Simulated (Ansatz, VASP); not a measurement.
# Two plane-wave programs on PbO (Litharge)

The input INCAR:

```
PREC = Accurate
ENCUT = 520
EDIFF = 1E-7
ISMEAR = -1
SIGMA = 0.05
LREAL = False
LASPH = True
NELM = 80
ALGO = Normal
ISIF = 2
LWAVE = False
LCHARG = False
GGA = PS
NBANDS = 28
```

Contents of KPOINTS:

```
regular mesh
0
Gamma
  7 7 6
```

The input POSCAR:

```
PbO
1.0
    3.9085485738      0.0000000000      0.0000000000
    0.0000000000      3.9085485738      0.0000000000
    0.0000000000      0.0000000000      4.9077264047
Pb O
2 2
Direct
    0.5000000000      0.0000000000      0.7600000000
    0.0000000000      0.5000000000      0.2400000000
    0.5000000000      0.5000000000      0.0000000000
    0.0000000000      0.0000000000      0.0000000000
```

The input input.yaml:

```yaml
crystal:
  lattice:
    - [3.9085485738, 0.0, 0.0]
    - [0.0, 3.9085485738, 0.0]
    - [0.0, 0.0, 4.9077264047]
  atoms:
    - { symbol: Pb, position: [0.5, 0.0, 0.76] }
    - { symbol: Pb, position: [0.0, 0.5, 0.24] }
    - { symbol: O, position: [0.5, 0.5, 0.0] }
    - { symbol: O, position: [0.0, 0.0, 0.0] }
hamiltonian:
  xc: pbesol
  pseudopotentials: { kind: paw }
kpoints:
  mp_grid: { grid: [7, 7, 6] }
scf:
  occupations: { method: fermi_dirac, width: 0.05 }
output:
  forces: true
  stress: true
  eigenvalues: true
```

Change from the starting cell: volume scaled by 0.94.

Alike in both runs: task single point; functional PBEsol; k mesh 7 × 7 × 6; occupations fermi-dirac, width 0.05 eV; no spin polarisation.

```csv
,VASP,Ansatz
version,VASP 6.6.1,Ansatz 0.2.0
potentials or method,"VASP PAW PBE potentials, release 64 (Pb_d, O)",Ansatz PAW
plane-wave cutoff (eV),520,420
valence electrons in the cell,40,40
```

Ansatz gave:

| Item | Value |
| --- | --- |
| gap on the k mesh at the Fermi level (eV) | 1.26 |
| least direct gap on the mesh (eV) | 2.38 |
| pressure (GPa) | 4.8 |
| largest component of the traceless stress (GPa) | 0.91 |
| rms of the force components (eV/Å) | 0.215 |

What did VASP give for the same quantities?

gap on the k mesh at the Fermi level (eV): 1.26; least direct gap on the mesh (eV): 2.36; pressure (GPa): 4.9; largest component of the traceless stress (GPa): 0.92; rms of the force components (eV/Å): 0.235.

Atom by atom the forces differ by 0.020 eV/Å (rms over components).

Caveats: spin-orbit coupling is left out, which as a rule narrows the gap of such compounds by several tenths of an eV; the PAW data sets were made with another functional, which shifts forces and pressure a little (VASP); an odd mesh through Γ misses points on the zone boundary, where band edges often lie (VASP); odd divisions of the mesh miss points on the zone boundary, where band edges often lie, so the gap on the mesh can be too wide (Ansatz); the pressure holds a Pulay correction of +0.3 GPa for the finite cutoff (Ansatz); the PAW data sets come from PBE, with cores solved anew for the run's functional, which leaves a small shift of forces and pressure (Ansatz).
